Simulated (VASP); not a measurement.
# CdTe (F-43m) in VASP: density of states with BLYP+D4

Aim: the density of states of CdTe with BLYP+D4.

Program: VASP 6.6.1. These are calculated values, not measurements. Logs are shortened: lines on timing, memory, paths and dates and some standing lists are left out, and cuts for length are marked.

## Step 1: The crystal as given

The structure is cubic, space group F-43m (No. 216). The conventional cell has a = 6.410 Å, b = 6.410 Å, c = 6.410 Å, α = 90.00°, β = 90.00°, γ = 90.00°. Te (site symmetry -43m) has 4 Cd at 2.78 Å as nearest neighbours. Around Cd (site symmetry -43m) lie 4 Te at 2.78 Å.

## Step 2: Density of states, BLYP+D4, collinear spin, typed start

The input, POSCAR:

```
CdTe
1.0
    0.0000000000      3.2050000000      3.2050000000
    3.2050000000      0.0000000000      3.2050000000
    3.2050000000      3.2050000000      0.0000000000
Te Cd
1 1
Direct
    0.7500000000      0.7500000000      0.7500000000
    0.0000000000      0.0000000000      0.0000000000
```

The input, INCAR.step1:

```
SYSTEM = CdTe
PREC = Accurate ; ENCUT = 520
EDIFF = 1E-7 ; ISMEAR = 0
SIGMA = 0.1 ; LREAL = .FALSE.
LASPH = .TRUE. ; NELM = 150
ALGO = Fast ; ISIF = 2
LWAVE = .FALSE. ; LCHARG = .TRUE.
ISPIN = 2 ; MAGMOM = -0.15 0
GGA = B5 ; ALDAX = 1.0
AGGAX = 1.0 ; AGGAC = 1.0
ALDAC = 0.0 ; IVDW = 13
NBANDS = 20 ; VDW_S6 = 1.0
VDW_S8 = 2.34076671 ; VDW_A1 = 0.44488865
VDW_A2 = 4.0933009
```

The input, KPOINTS.step1:

```
regular mesh
0
G
  7 7 7
  0 0 0
```

The input, INCAR.step2:

```
SYSTEM = CdTe
PREC = Accurate ; ENCUT = 520
EDIFF = 1E-7 ; ISMEAR = -5
SIGMA = 0.1 ; LREAL = .FALSE.
LASPH = .TRUE. ; NELM = 150
ALGO = Fast ; ISIF = 2
LWAVE = .FALSE. ; LCHARG = .FALSE.
ISPIN = 2 ; MAGMOM = -0.15 0
LORBIT = 11 ; GGA = B5
ALDAX = 1.0 ; AGGAX = 1.0
AGGAC = 1.0 ; ALDAC = 0.0
IVDW = 13 ; NBANDS = 20
NEDOS = 2001 ; ICHARG = 11
VDW_S6 = 1.0 ; VDW_S8 = 2.34076671
VDW_A1 = 0.44488865 ; VDW_A2 = 4.0933009
```

The input, KPOINTS.step2:

```
regular mesh
0
G
  11 11 11
  0 0 0
```

Potentials or basis: VASP PAW PBE potentials, release 64 (Te, Cd).

Launch:

```console
$ cat potpaw_PBE.64/Te/POTCAR potpaw_PBE.64/Cd/POTCAR > POTCAR
$ cp INCAR.step1 INCAR
$ cp KPOINTS.step1 KPOINTS
$ mpirun -np 1 vasp_std > vasp.out
$ cp INCAR.step2 INCAR
$ cp KPOINTS.step2 KPOINTS
$ mpirun -np 1 vasp_std > vasp.out
```

OUTCAR:

```text
SYSTEM = CdTe
   PREC = Accurate
   ENCUT = 520
   EDIFF = 1E-7
   ISMEAR = -5
   LREAL = .FALSE.
   LASPH = .TRUE.
   NELM = 150
   ISIF = 2
   ISPIN = 2
   LORBIT = 11
   GGA = B5
   IVDW = 13
   ICHARG = 11

 ion  position               nearest neighbor table
   1  0.750  0.750  0.750-   2 2.78   2 2.78   2 2.78   2 2.78
   2  0.000  0.000  0.000-   1 2.78   1 2.78   1 2.78   1 2.78

  LATTYP: Found a face centered cubic cell.
 ALAT       =     6.4100000000

  Lattice vectors:

 A1 = (   0.0000000000,   3.2050000000,   3.2050000000)
 A2 = (   3.2050000000,   0.0000000000,   3.2050000000)
 A3 = (   3.2050000000,   3.2050000000,   0.0000000000)

Analysis of symmetry for initial positions (statically):
=====================================================================
 Subroutine PRICEL returns:
 Original cell was already a primitive cell.

 Routine SETGRP: Setting up the symmetry group for a
 face centered cubic supercell.

 Subroutine GETGRP returns: Found 24 space group operations
 (whereof 24 operations were pure point group operations)
 out of a pool of 48 trial point group operations.

The static configuration has the point symmetry T_d .

Analysis of symmetry for dynamics (positions and initial velocities):
=====================================================================
 Subroutine PRICEL returns:
 Original cell was already a primitive cell.

 Routine SETGRP: Setting up the symmetry group for a
 face centered cubic supercell.

 Subroutine GETGRP returns: Found 24 space group operations
 (whereof 24 operations were pure point group operations)
 out of a pool of 48 trial point group operations.

The dynamic configuration has the point symmetry T_d .

Analysis of structural, dynamic, and magnetic symmetry:
=====================================================================
 Subroutine PRICEL returns:
 Original cell was already a primitive cell.

 Routine SETGRP: Setting up the symmetry group for a
 face centered cubic supercell.

 Subroutine GETGRP returns: Found 24 space group operations
 (whereof 24 operations were pure point group operations)
 out of a pool of 48 trial point group operations.

The overall configuration has the point symmetry T_d .

 Subroutine INISYM returns: Found 24 space group operations
 (whereof 24 operations are pure point group operations),
 and found     1 'primitive' translations

----------------------------------------------------------------------------------------

                                     Primitive cell

[... 116 lines left out ...]
   LORBIT       =     11    0 simple, 1 ext, 2 COOP (PROOUT), +10 PAW based schemes
   GGA     = B5    functional components
   LHFCALC =     F    Hartree Fock is set to
   AEXX    =    0.0000 exact exchange contribution
   IVDW    =    13    specifies the selected vdW correction
   LEPSILON=     F    determine dielectric tensor
   LRPA    =     F    only Hartree local field effects (RPA)
 spin polarized calculation
 RMM-DIIS sequential band-by-band and
 Fermi weights with tetrahedron method with Bloechl corrections
  energy-cutoff  :      520.00
  volume of cell :       65.84
 maximum number of plane-waves:      1807
 NGX is ok and might be reduce to    36

 number of electron      17.9999995 magnetization      -0.0000046

 Free energy of the ion-electron system (eV)
  ---------------------------------------------------
  ext. energy  EPLUGINS =         0.00000000
  ---------------------------------------------------
  free energy    TOTEN  =        -3.60208482 eV

  energy without entropy =       -3.60208482  energy(sigma->0) =       -3.60208482

 E-fermi :   3.0824     XC(G=0):  -8.2148

 val. band max:        3.0768689536   @ k =   0.0000   0.0000   0.0000
 cond. band min:       3.8984243009   @ k =   0.0000   0.0000   0.0000
 fundamental gap:      0.8215553472
 Fermi energy:         3.0823634729

 spin component 1

 k-point     1 :       0.0000    0.0000    0.0000
  band No.  band energies     occupation
      1      -8.3044      1.00000
      2      -5.3952      1.00000
      3      -5.3952      1.00000
      4      -5.3952      1.00000
      5      -5.1117      1.00000
      6      -5.1117      1.00000
[... 541 lines left out ...]
     19      16.7212      0.00000
     20      17.9359      0.00000

 [... further k-points ...]

 spin component 2

 k-point     1 :       0.0000    0.0000    0.0000
  band No.  band energies     occupation
      1      -8.3044      1.00000
      2      -5.3952      1.00000
      3      -5.3952      1.00000
      4      -5.3952      1.00000
      5      -5.1117      1.00000
      6      -5.1117      1.00000
[... 541 lines left out ...]
     19      16.7212      0.00000
     20      17.9359      0.00000

 [... further k-points ...]

------------------------ aborting loop because EDIFF is reached ----------------------------------------

  DFT-D4 for vdW energy calculation

  Edisp (eV):   -1.37975

  FORCE on cell =-STRESS in cart. coord.  units (eV):
  Direction    XX          YY          ZZ          XY          YZ          ZX
  --------------------------------------------------------------------------------------
  -------------------------------------------------------------------------------------
  Total       1.33404     1.33404     1.33404     0.00000     0.00000     0.00000
  in kB      32.46132    32.46132    32.46132     0.00000     0.00000     0.00000
  external pressure =       32.46 kB  Pullay stress =        0.00 kB

 VOLUME and BASIS-vectors are now :
 -----------------------------------------------------------------------------
  energy-cutoff  :      520.00
  volume of cell :       65.84
      direct lattice vectors                 reciprocal lattice vectors
     0.000000000  3.205000000  3.205000000    -0.156006240  0.156006240  0.156006240
     3.205000000  0.000000000  3.205000000     0.156006240 -0.156006240  0.156006240
     3.205000000  3.205000000  0.000000000     0.156006240  0.156006240 -0.156006240

 POSITION                                       TOTAL-FORCE (eV/Angst)
 -----------------------------------------------------------------------------------
      4.80750      4.80750      4.80750        -0.000000     -0.000000     -0.000000
      0.00000      0.00000      0.00000         0.000000      0.000000      0.000000
 -----------------------------------------------------------------------------------
    total drift:                               -0.000001     -0.000001     -0.000001

  FREE ENERGIE OF THE ION-ELECTRON SYSTEM (eV)
  ---------------------------------------------------
  free  energy   TOTEN  =        -4.9818345396 eV

  energy  without entropy=       -4.9818345396  energy(sigma->0) =       -4.98183454

 total charge

# of ion       s       p       d       tot
------------------------------------------
    1        1.365   2.093   0.023   3.481
    2        0.487   0.339   9.539  10.366
--------------------------------------------------
tot          1.852   2.433   9.563  13.848

 magnetization (x)

# of ion       s       p       d       tot
------------------------------------------
    1       -0.000   0.000   0.000   0.000
    2       -0.000   0.000  -0.000  -0.000
--------------------------------------------------
tot         -0.000   0.000  -0.000  -0.000
```

OUTCAR.step1:

```text
SYSTEM = CdTe
   PREC = Accurate
   ENCUT = 520
   EDIFF = 1E-7
   ISMEAR = 0
   LREAL = .FALSE.
   LASPH = .TRUE.
[... 1164 lines left out ...]
      4.80750      4.80750      4.80750         0.000000     -0.000000     -0.000000
      0.00000      0.00000      0.00000        -0.000000      0.000000      0.000000
 -----------------------------------------------------------------------------------
    total drift:                               -0.000001     -0.000001     -0.000001

  FREE ENERGIE OF THE ION-ELECTRON SYSTEM (eV)
  ---------------------------------------------------
  free  energy   TOTEN  =        -4.9784359998 eV

  energy  without entropy=       -4.9784359997  energy(sigma->0) =       -4.97843600
```

OSZICAR.step1:

```text
N       E                     dE             d eps       ncg     rms          rms(c)
DAV:   1     0.105970151612E+03    0.10597E+03   -0.78016E+03  1632   0.754E+02
DAV:   2     0.305000861096E+00   -0.10567E+03   -0.99549E+02  1804   0.204E+02
DAV:   3    -0.384059285959E+01   -0.41456E+01   -0.41271E+01  1896   0.408E+01
DAV:   4    -0.388151378595E+01   -0.40921E-01   -0.40915E-01  2052   0.371E+00
DAV:   5    -0.388176469357E+01   -0.25091E-03   -0.25091E-03  1936   0.249E-01    0.565E+00
RMM:   6    -0.361790613116E+01    0.26386E+00   -0.34829E-01  1600   0.357E+00    0.434E+00
RMM:   7    -0.359837611974E+01    0.19530E-01   -0.49347E-02  1626   0.987E-01    0.194E+00
RMM:   8    -0.359876987198E+01   -0.39375E-03   -0.67945E-03  1751   0.696E-01    0.343E-01
RMM:   9    -0.359880185377E+01   -0.31982E-04   -0.96609E-04  1832   0.207E-01    0.192E-01
RMM:  10    -0.359865521918E+01    0.14663E-03   -0.24605E-04  1826   0.910E-02    0.661E-02
RMM:  11    -0.359867503364E+01   -0.19814E-04   -0.44374E-05  1889   0.360E-02    0.428E-02
RMM:  12    -0.359868531346E+01   -0.10280E-04   -0.11012E-05  1794   0.219E-02    0.189E-02
RMM:  13    -0.359868612644E+01   -0.81298E-06   -0.23831E-06  1910   0.961E-03    0.690E-03
RMM:  14    -0.359868628994E+01   -0.16351E-06   -0.40726E-07  1715   0.361E-03    0.495E-03
RMM:  15    -0.359868627905E+01    0.10897E-07   -0.56243E-08  1249   0.138E-03
   1 F= -.49784360E+01 E0= -.49784360E+01  d E =-.307008E-10  mag=    -0.0000
```

Wall time 70 s (1 thread of Intel Xeon 6975P-C (Granite Rapids), shared host); peak memory 0.3 GiB.

Results:

```
Net moment                                            : 0.00 μB per cell
Valence electrons inside the program's atomic spheres : Te 3.48; Cd 10.37
Dispersion energy per atom                            : -0.690 eV
```

Levels at points of the mesh, in eV from the valence-band top:
Spin up:
```
           k point  band 6  band 7  band 8  band 9  band 10  band 11  band 12  band 13
(0.00, 0.00, 0.00)   -8.19    0.00    0.00    0.00     0.82     4.60     4.60     4.60
```
Spin down:
| k point | band 6 | band 7 | band 8 | band 9 | band 10 | band 11 | band 12 | band 13 |
| --- | --- | --- | --- | --- | --- | --- | --- | --- |
| (0.00, 0.00, 0.00) | -8.19 | 0.00 | 0.00 | 0.00 | 0.82 | 4.60 | 4.60 | 4.60 |

States per cell in windows of 1 eV (zero at the valence-band top; states under -8 eV left out):
```tsv
from (eV)	up	down	Te1_p_up	Te1_p_down	Cd2_d_up	Cd2_d_down	Cd2_p_up	Cd2_p_down
-8.0	0.73	0.73	0.00	0.00	0.59	0.59	0.00	0.00
-7.0	0.00	0.00	0.00	0.00	0.00	0.00	0.00	0.00
-6.0	0.00	0.00	0.00	0.00	0.00	0.00	0.00	0.00
-5.0	0.58	0.58	0.13	0.13	0.01	0.01	0.01	0.01
-4.0	0.28	0.28	0.07	0.07	0.01	0.01	0.01	0.01
-3.0	0.60	0.60	0.19	0.19	0.02	0.02	0.04	0.04
-2.0	1.07	1.07	0.41	0.41	0.04	0.04	0.08	0.08
-1.0	0.47	0.47	0.21	0.21	0.03	0.03	0.03	0.03
0.0	0.00	0.00	0.00	0.00	0.00	0.00	0.00	0.00
1.0	0.02	0.02	0.00	0.00	0.00	0.00	0.00	0.00
2.0	0.51	0.51	0.07	0.07	0.01	0.01	0.02	0.02
3.0	0.68	0.68	0.09	0.09	0.02	0.02	0.04	0.04
4.0	0.72	0.72	0.07	0.07	0.02	0.02	0.08	0.08
5.0	0.87	0.87	0.07	0.07	0.02	0.02	0.13	0.13
6.0	0.58	0.58	0.07	0.07	0.02	0.02	0.07	0.07
7.0	0.65	0.65	0.07	0.07	0.02	0.02	0.07	0.07
```

Caveat: the PAW data sets were made with another functional, which shifts forces and pressure a little.
